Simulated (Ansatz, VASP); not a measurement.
## Ca: VASP beside Ansatz

The input INCAR:

```
SYSTEM = Ca
PREC = Accurate
ENCUT = 520
EDIFF = 1E-7
ISMEAR = -1
SIGMA = 0.03
LREAL = .False.
LASPH = .True.
NELM = 100
ALGO = Normal
ISIF = 2
LWAVE = .False.
LCHARG = .False.
GGA = PE
NBANDS = 11
```

File KPOINTS:

```
Automatic mesh
0
Gamma
  11 11 11
  0 0 0
```

File POSCAR:

```
Ca
1.0
    0.0000000000      2.8163090599      2.8163090599
    2.8163090599      0.0000000000      2.8163090599
    2.8163090599      2.8163090599      0.0000000000
Ca
1
Direct
    0.0000000000      0.0000000000      0.0000000000
```

Input for Ansatz:

```yaml
crystal:
  lattice:
    - [0.0, 2.8163090599, 2.8163090599]
    - [2.8163090599, 0.0, 2.8163090599]
    - [2.8163090599, 2.8163090599, 0.0]
  atoms:
    - { symbol: Ca, position: [0.0, 0.0, 0.0] }
kpoints:
  mp_grid: { grid: [11, 11, 11] }
scf:
  occupations: { method: fermi_dirac, width: 0.03 }
hamiltonian:
  xc: pbe
  pseudopotentials: { kind: all_electron, lapw: { basis_error: 0.001 } }
output:
  forces: true
  stress: true
  eigenvalues: true
```

Change from the starting cell: volume scaled by 1.06.

Alike in both runs: task single point; functional PBE; k mesh 11 × 11 × 11; occupations fermi-dirac, width 0.03 eV; no spin polarisation.

```csv
,VASP,Ansatz
version,VASP 6.6.1,Ansatz 0.2.0
potentials or method,"VASP PAW PBE potentials, release 64 (Ca_sv)","all-electron LAPW, scalar-relativistic"
plane-wave cutoff (eV),520,see its input
```

|  | VASP | Ansatz | Ansatz less VASP |
| --- | --- | --- | --- |
| pressure (GPa) | -0.9 | -0.9 | -0.01 |

Ansatz ran all-electron here, so the differences hold the error of VASP's frozen core and of both bases.
